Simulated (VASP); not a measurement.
A run of VASP 6.6.1 is set up as follows.

INCAR

```
ALGO = Normal ; EDIFF = 1E-7
EDIFFG = -0.002 ; ENCUT = 520
GGA = PS ; IBRION = 2
ISIF = 3 ; ISMEAR = 0
KPAR = 4 ; LASPH = T
LCHARG = F ; LREAL = F
LWAVE = F ; NELM = 60
NSW = 80 ; PREC = Accurate
PSTRESS = 1000 ; SIGMA = 0.1
```

Contents of KPOINTS:

```
k-points
0
Gamma
  3 3 4
```

POSCAR

```
Hf                                      
1.0
    4.3651811724      0.0000000000      0.0000000000
   -2.1825905862      3.7803577980      0.0000000000
    0.0000000000      0.0000000000      2.7371777299
  Hf            
     3
Direct
     0.6666666699999979    0.3333333300000021    0.5000000000000000
     0.3333333300000021    0.6666666699999979    0.5000000000000000
     0.0000000000000000    0.0000000000000000    0.0000000000000000
```

Potentials or basis: VASP PAW PBE potentials, release 64 (Hf_pv).

Command:

```sh
$ cat potpaw_PBE.64/Hf_pv/POTCAR > POTCAR
$ mpirun -np 4 vasp_std > vasp.out
```

Task: Predict the relaxed volume.

Result: 14.12 Å³/atom.

Task: What does it give for the band gap on the k mesh?

Result: None (metal or under the smearing width).

Task: Estimate the space group after relaxing (to 0.05 Å).

Result: P6/mmm (No. 191).

Task: Estimate the relaxed cell.

Result: a = 4.274 Å, b = 4.274 Å, c = 2.676 Å, α = 90.00°, β = 90.00°, γ = 120.00°.

The path:
| step | energy change (eV) | largest force (eV/Å) | pressure (GPa) | volume (Å³) |
| --- | --- | --- | --- | --- |
| 1 | 0.0000 | 0.0000 | 75.00 | 45.17 |
| 2 | 13.4923 | 0.0000 | 281.61 | 31.49 |
| 3 | 1.2832 | 0.0000 | 96.01 | 42.75 |
| 4 | 1.5022 | 0.0000 | 99.57 | 42.39 |
| 5 | 1.5361 | 0.0000 | 100.12 | 42.34 |
| 6 | 1.5385 | 0.0000 | 100.11 | 42.34 |
| 7 | 1.5370 | 0.0000 | 100.12 | 42.34 |
| 8 | 1.5073 | 0.0000 | 99.64 | 42.39 |
| 9 | 1.5301 | 0.0000 | 100.00 | 42.35 |

Caveat: the k mesh is coarse (spacing up to 0.57 Å⁻¹), so the values aren't converged; the cell is relaxed towards a set pressure, so the enthalpy falls and the energy may rise; the PAW data sets were made with another functional, which shifts forces and pressure a little. Spin-orbit coupling is left out, which matters for the levels of Hf.
